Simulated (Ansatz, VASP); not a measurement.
**One calculation of GaN, two programs**

```
Ga N
1.0
     3.15262    0.00000    0.00000
    -1.57631    2.73025    0.00000
     0.00000    0.00000    5.13635
Ga N
2 2
Direct
  0.33333 0.66667 0.99917
  0.66667 0.33333 0.49917
  0.33333 0.66667 0.37583
  0.66667 0.33333 0.87583
```

Alike in both runs: functional PBE; k mesh 12 × 12 × 6; occupations gaussian, width 0.02 eV; no spin polarisation.

Ansatz relaxed the structure, and its values are those at the end. VASP's run is a single point on that final structure, the one shown.

```csv
,VASP,Ansatz
version,VASP 6.6.1,Ansatz 0.2.0
potentials or method,"VASP PAW PBE potentials, release 64 (Ga_d, N)","scalar-relativistic, plane waves, PAW"
plane-wave cutoff (eV),520,420
valence electrons in the cell,36,36
```

```csv
,VASP,Ansatz,Ansatz less VASP
gap on the k mesh at the Fermi level (eV),2.13,2.12,-0.011
least direct gap on the mesh (eV),2.13,2.12,-0.011
pressure (GPa),12.2,12.2,-0.02
rms of the force components (eV/Å),0.005,0.005,0.0000
```
